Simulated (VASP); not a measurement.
# Co (P-3m1) in VASP: a series of runs, part 2 of 2

VASP 6.6.1. Earlier steps stand in the parts before.

### 3 Single point, LDA, collinear spin, ferromagnetic start

File INCAR:

```
PREC = Accurate
ENCUT = 400
EDIFF = 1E-6
ISMEAR = -1
SIGMA = 0.1
LREAL = False
LASPH = True
NELM = 100
ALGO = Normal
ISIF = 2
LWAVE = False
LCHARG = False
ISPIN = 2
MAGMOM = 2 2
LORBIT = 11
LMAXMIX = 4
GGA = CA
NBANDS = 20
ADDGRID = False
```

File KPOINTS:

```
Automatic mesh
0
Gamma
  4 4 2
```

File POSCAR:

```
Co
1.0
    2.4873648738      0.0000000000      0.0000000000
   -1.2436824369      2.1541211692      0.0000000000
    0.0000000000      0.0000000000      4.0632895034
Co
2
Direct
    0.3333333333      0.6666666667      0.7401390000
    0.6666666667      0.3333333333      0.2598610000
```

Potentials or basis: VASP PAW LDA potentials, release 64 (Co).

Command:

```bash
$ cat potpaw_LDA.64/Co/POTCAR > POTCAR
$ mpirun -np 1 vasp_std > vasp.out
```

OUTCAR:

```text
PREC = Accurate
   ENCUT = 400
   EDIFF = 1E-6
   ISMEAR = -1
   LREAL = False
   LASPH = True
   NELM = 100
   ISIF = 2
   ISPIN = 2
   LORBIT = 11
   GGA = CA

 Found      8 irreducible k-points:

 Following reciprocal coordinates:
            Coordinates               Weight
  0.000000  0.000000  0.000000      1.000000
  0.250000 -0.000000  0.000000      6.000000
  0.500000 -0.000000  0.000000      3.000000
  0.250000  0.250000  0.000000      6.000000
  0.000000  0.000000  0.500000      1.000000
  0.250000 -0.000000  0.500000      6.000000
   k-points           NKPTS =      8   k-points in BZ     NKDIM =      8   number of bands    NBANDS=     20
   number of dos      NEDOS =    301   number of ions     NIONS =      2
   total plane-waves  NPLWV =   7168
   dimension x,y,z NGX =    16 NGY =   16 NGZ =   28
   dimension x,y,z NGXF=    32 NGYF=   32 NGZF=   56
   ions per type =               2
   NGX,Y,Z   is equivalent  to a cutoff of  10.69, 10.69, 11.46 a.u.
   NGXF,Y,Z  is equivalent  to a cutoff of  21.39, 21.39, 22.91 a.u.
 SYSTEM =  unknown system
[... 213 lines left out ...]
      4       8.9095      0.99994
      5       8.9095      0.99994
      6       9.2350      0.99843
[... 127 lines left out ...]
     19      32.8840      0.00000
     20      33.1047      0.00000

 [... further k-points ...]

------------------------ aborting loop because EDIFF is reached ----------------------------------------

  FORCE on cell =-STRESS in cart. coord.  units (eV):
  Direction    XX          YY          ZZ          XY          YZ          ZX
  --------------------------------------------------------------------------------------
  -------------------------------------------------------------------------------------
  Total       -2.4289942     -2.4289942     -2.1366058      0.0000000      0.0000000      0.0000000
  in kB     -178.7514902   -178.7514902   -157.2344067      0.0000000      0.0000000      0.0000000
  external PRESSURE =    -171.5791291 kB  Pullay stress =       0.0000000 kB

 VOLUME and BASIS-vectors are now :
 -----------------------------------------------------------------------------
  energy-cutoff  :      400.00
  volume of cell :       21.77
      direct lattice vectors                 reciprocal lattice vectors
     2.487364874  0.000000000  0.000000000     0.402031889  0.232113220  0.000000000
    -1.243682437  2.154121169  0.000000000     0.000000000  0.464226439  0.000000000
     0.000000000  0.000000000  4.063289503     0.000000000  0.000000000  0.246106018

 POSITION                                       TOTAL-FORCE (eV/Angst)
 -----------------------------------------------------------------------------------
     -0.00000      1.43608      3.00740        -0.000000     -0.000000      0.323146
      1.24368      0.71804      1.05589         0.000000      0.000000     -0.323146
 -----------------------------------------------------------------------------------
    total drift:                               -0.000000      0.000000      0.000000

  FREE ENERGIE OF THE ION-ELECTRON SYSTEM (eV)
  ---------------------------------------------------
  free  energy   TOTEN  =       -16.1265594603 eV

  energy  without entropy=      -16.0348241070  energy(sigma->0) =      -16.08069178

 total charge

# of ion       s       p       d       tot
------------------------------------------
    1        0.494   0.497   7.295   8.286
    2        0.494   0.497   7.295   8.286
--------------------------------------------------
tot          0.988   0.995  14.589  16.572

 magnetization (x)

# of ion       s       p       d       tot
------------------------------------------
    1       -0.008  -0.017   1.645   1.620
    2       -0.008  -0.017   1.645   1.620
--------------------------------------------------
tot         -0.016  -0.033   3.289   3.240
```

stdout:

```text
POSCAR found type information on POSCAR Co
 POSCAR found :  1 types and       2 ions
 scaLAPACK will be used
 LDA part: xc-table for (Slater(with rela. corr.)+CA(PZ))
 , standard interpolation
 POSCAR, INCAR and KPOINTS ok, starting setup
 FFT: planning ... GRIDC
 FFT: planning ... GRID_SOFT
 FFT: planning ... GRID
 WAVECAR not read
 entering main loop
```

Run time: 2.7 s. Hardware: 1 thread of Intel Xeon 6975P-C (Granite Rapids), shared host; peak memory 0.12 GiB.

These settings aren't checked as converged: the numbers below hold their error.

Results:

- Free energy: -16.1266 eV
- Pressure: -17.2 GPa
- Largest force: 0.323 eV/Å
- Band gap on the k mesh: none (metal or under the smearing width)
- Net moment: 3.26 μB per cell
- Site moments: Co +1.62 μB
- Valence electrons inside the program's atomic spheres: Co 8.29

Caveat: the k mesh is coarse (spacing up to 0.77 Å⁻¹), so the values aren't converged.
